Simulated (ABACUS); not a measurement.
Here is an ABACUS 3.10.1 calculation.

Contents of INPUT:

```
INPUT_PARAMETERS
suffix              Ge
calculation         cell-relax
basis_type          pw
pseudo_dir          ./
latname             fcc
symmetry            1
dft_functional      MGGA_X_TM+MGGA_C_TM
ecutwfc             91
pseudo_rcut         10
nspin               1
nbands              18
ks_solver           dav
smearing_method     fd
smearing_sigma      0.00367493
scf_thr             1e-08
scf_nmax            100
mixing_type         broyden
mixing_beta         0.7
cal_force           1
cal_stress          1
mixing_tau          1
relax_nmax          60
force_thr_ev        0.02
relax_method        cg
out_stru            1
stress_thr          0.2
kpar                4
```

STRU

```
ATOMIC_SPECIES
Ge 72.6300 Ge_ONCV_PBE-1.2.upf

LATTICE_CONSTANT
10.6917302624

ATOMIC_POSITIONS
Direct

Ge
0.0
2
0.2500000000 0.2500000000 0.2500000000 1 1 1
0.5000000000 0.5000000000 0.5000000000 1 1 1
```

File KPT:

```
K_POINTS
0
Gamma
5 5 5 0 0 0
```

Potentials or basis: SG15 ONCV 1.2 PBE, plane waves.

The run is started by

```console
$ OMP_NUM_THREADS=1 mpirun -np 4 abacus > log
```

Question: Estimate the band gap on the k mesh.

Answer: 0.39 eV, indirect (least direct gap 0.41 eV).

Question: Predict the relaxed cell.

Answer: a = 3.984 Å, b = 3.984 Å, c = 3.984 Å, α = 60.00°, β = 60.00°, γ = 60.00°.

Question: Predict the relaxed volume.

Answer: 22.35 Å³/atom.

Question: Estimate the space group after relaxing (to 0.05 Å).

Answer: Fd-3m (No. 227).

The path:
```tsv
step	energy change (eV)	largest force (eV/Å)	pressure (GPa)	volume (Å³)
1	0.0000	0.0000	-0.92	45.28
2	-0.0012	0.0000	0.50	44.40
3	-0.0017	0.0000	0.01	44.70
```

Caveat: the potentials were made for another functional, which shifts forces and pressure; an odd mesh through Γ misses points on the zone boundary, where band edges often lie.
